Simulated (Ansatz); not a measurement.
# Li (Li, beta-Sn type): the cost of one run

Method: DFT RPBE, plane waves (420 eV) with PAW, scalar-relativistic; PAW files made under PBE, frozen cores solved again for the functional, in Ansatz 0.2.0.

**1. Starting point**

It takes space group I4_1/amd (No. 141, tetragonal). The conventional cell has a = 5.498 Å, b = 5.498 Å, c = 3.002 Å, α = 90.00°, β = 90.00°, γ = 90.00°. Li (site symmetry -4m2) is surrounded by 6 Li at 2.85 to 3.00 Å.

As a file:

```cif
data_structure
_symmetry_space_group_name_H-M 'I4_1/amd:1'
_symmetry_Int_Tables_number 141
_cell_length_a 5.4983
_cell_length_b 5.4983
_cell_length_c 3.0021
_cell_angle_alpha 90.000
_cell_angle_beta 90.000
_cell_angle_gamma 90.000
_cell_volume 90.76
loop_
_atom_site_label
_atom_site_type_symbol
_atom_site_symmetry_multiplicity
_atom_site_Wyckoff_symbol
_atom_site_fract_x
_atom_site_fract_y
_atom_site_fract_z
_atom_site_occupancy
Li1 Li 4 a 0.00000 0.00000 0.00000 1
```

**2. Relaxing cell and atoms**

Contents of input.yaml:

```yaml
crystal:
  lattice:
    - [-2.7491560018, 2.7491560018, 1.501039177]
    - [2.7491560018, -2.7491560018, 1.501039177]
    - [2.7491560018, 2.7491560018, -1.501039177]
  atoms:
    - { symbol: Li, position: [0.0, 0.0, 0.0] }
    - { symbol: Li, position: [0.75, 0.25, 0.5] }
hamiltonian:
  xc: rpbe
  pseudopotentials:
    kind: paw
    azcp:
      Li: "pseudopotentials/Li.paw.azcp"
basis:
  ecutwfc: 420
  fft_grid_basis: typed
kpoints:
  mp_grid: { grid: [12, 12, 8], shift: [0, 0, 0] }
magnetization:
  spin_polarized: false
scf:
  occupations: { method: fermi_dirac, width: 0.1 }
relax:
  max_steps: 60
  f_tol: 0.01
  cell: {}
output:
  write_density: true
  write_potential: true
  elf: true
  volumetric_format: npy
```

Command:

```bash
$ ansatz run input.yaml --threads 2 --pin off --max-ram 5120MiB --backend cpu --events-out ev --progress --plain --runs-dir out
```

**Question.** How long does this run take on 2 threads of Arm Neoverse V2, shared host, and how much memory does it need?

About 12 s, with a peak of 0.42 GiB.
